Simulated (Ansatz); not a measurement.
Convergence test, Ti₂Co

All numbers below come from DFT r2SCAN, scalar-relativistic, plane waves, PAW (Ansatz).

```xyz
6
Lattice="0.0000 3.3650 3.3650 3.3650 0.0000 3.3650 3.3650 3.3650 0.0000" Properties=species:S:1:pos:R:3 pbc="T T T"
Ti    0.8413    0.8413    0.8413
Ti    0.8413    2.5238    2.5238
Ti    2.5238    2.5238    0.8413
Ti    2.5238    0.8413    2.5238
Co    3.3650    3.3650    3.3650
Co    5.0475    5.0475    5.0475
```

| Property | Result |
| --- | --- |
| Γ-centred k-mesh | 10×10×10 |
| occupation rule | Gaussian smearing, 0.1 eV |
| list of starting moments (μB, in atom order) | 0.19 0.19 0.19 0.19 1.58 1.58 |
| check for lower electronic states after the SCF | asked for but not made |
| valence charge of the PAW sets | Ti 12, Co 17 |

The atoms are held and the plane-wave cutoff is swept. Energies are extrapolated to zero smearing and count from the reference run, 850 eV. The cell isn't necessarily relaxed at this level. Pressure is positive in compression and holds a correction for the finite cutoff (Pulay stress).

Times are rough; the reference took 6 min on 1 thread of Intel(R) Xeon(R) Processor @ 2.50GHz (Skylake/Cascade Lake), on a shared host, peak memory 1.4 GiB.

(1) Tried: 150, 200, 250, 300, 350, 380, 460, 500, 520, 600, 700, 850 eV. From which plane-wave cutoff on does the energy per atom stay within 100, 10 and 1 meV of the reference?

The check for lower electronic states wasn't made in the runs 150, 200, 250, 300, 350, 380, 460, 500, 520, 600, 700, 850. Moments started parallel; other magnetic orders weren't tried and can lie lower.

Answers

(1) 350 for 100 meV, 380 for 10 meV, 700 for 1 meV. The reference itself isn't shown to be converged.

```csv
cutoff (eV),ΔE (meV/atom),P (GPa),cell moment (μB),plane waves at Γ,wall time (s)
150,50252,-22.18,0.00,331,110
200,10966,37.38,1.82,531,97
250,1939,24.72,3.79,701,100
300,271,23.17,3.27,893,110
350,27.0,23.96,3.30,1139,110
380,9.54,23.97,3.30,1243,140
460,4.59,23.95,3.30,1687,180
500,3.04,23.96,3.30,1917,200
520,2.50,23.97,3.30,2085,190
600,1.45,23.98,3.31,2637,210
700,0.91,23.98,3.31,3143,320
850,0.00,23.98,3.31,4279,360
```

1 further run of this set didn't finish or converge.